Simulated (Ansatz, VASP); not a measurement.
**SiO2: VASP beside Ansatz**

INCAR

```
ALGO = Normal ; EDIFF = 1E-6
ENCUT = 520 ; GGA = CA
ISIF = 2 ; ISMEAR = 0
LASPH = True ; LCHARG = True
LELF = True ; LREAL = False
LVHAR = True ; LWAVE = False
NBANDS = 34 ; NELM = 60
PREC = Accurate ; SIGMA = 0.05
```

File KPOINTS:

```
k-points
0
Gamma
  6 6 4
```

POSCAR

```
SiO2
1.0
    5.1898593420      0.0000000000      0.0000000000
   -2.5949296710      4.4945500322      0.0000000000
    0.0000000000      0.0000000000      5.6077278186
Si O
3 6
Direct
    0.0000000000      0.5000000000      0.3333333333
    0.5000000000      0.5000000000      0.6666666667
    0.5000000000      0.0000000000      0.0000000000
    0.5843949021      0.7921974511      0.8333333333
    0.7921974511      0.5843949021      0.5000000000
    0.7921974511      0.2078025489      0.1666666667
    0.4156050979      0.2078025489      0.8333333333
    0.2078025489      0.4156050979      0.5000000000
    0.2078025489      0.7921974511      0.1666666667
```

Input for Ansatz:

```yaml
crystal:
  lattice:
    - [5.189859342, 0.0, 0.0]
    - [-2.594929671, 4.4945500322, 0.0]
    - [0.0, 0.0, 5.6077278186]
  atoms:
    - { symbol: Si, position: [0.0, 0.5, 0.3333333333] }
    - { symbol: Si, position: [0.5, 0.5, 0.6666666667] }
    - { symbol: Si, position: [0.5, 0.0, 0.0] }
    - { symbol: O, position: [0.5843949021, 0.7921974511, 0.8333333333] }
    - { symbol: O, position: [0.7921974511, 0.5843949021, 0.5] }
    - { symbol: O, position: [0.7921974511, 0.2078025489, 0.1666666667] }
    - { symbol: O, position: [0.4156050979, 0.2078025489, 0.8333333333] }
    - { symbol: O, position: [0.2078025489, 0.4156050979, 0.5] }
    - { symbol: O, position: [0.2078025489, 0.7921974511, 0.1666666667] }
basis:
  ecutwfc: 420
kpoints:
  mp_grid: { grid: [6, 6, 4] }
hamiltonian:
  xc: lda
scf:
  occupations: { method: gaussian, width: 0.05 }
output:
  forces: true
  stress: true
  eigenvalues: true
```

Change from the starting cell: strain +0.030 along x and y, +0.015 along z, atoms carried along.

Alike in both runs: task single point; functional LDA; k mesh 6 × 6 × 4; occupations gaussian, width 0.05 eV; no spin polarisation.

```csv
,VASP,Ansatz
version,VASP 6.6.1,Ansatz 0.2.0
potentials or method,"VASP PAW LDA potentials, release 64 (Si, O)","scalar-relativistic, plane waves, PAW"
plane-wave cutoff (eV),520,420
valence electrons in the cell,48,48
```

Ansatz gave:

| Quantity | Value |
| --- | --- |
| gap on the k mesh at the Fermi level (eV) | 5.07 |
| least direct gap on the mesh (eV) | 5.27 |
| pressure (GPa) | -12.0 |
| largest component of the traceless stress (GPa) | 0.72 |
| rms of the force components (eV/Å) | 0.255 |

Task: What did VASP give for the same quantities?

Result: gap on the k mesh at the Fermi level (eV): 5.07; least direct gap on the mesh (eV): 5.27; pressure (GPa): -11.6; largest component of the traceless stress (GPa): 0.74; rms of the force components (eV/Å): 0.253.

Atom by atom the forces differ by 0.002 eV/Å (rms over components).

A k mesh can miss the band edges.
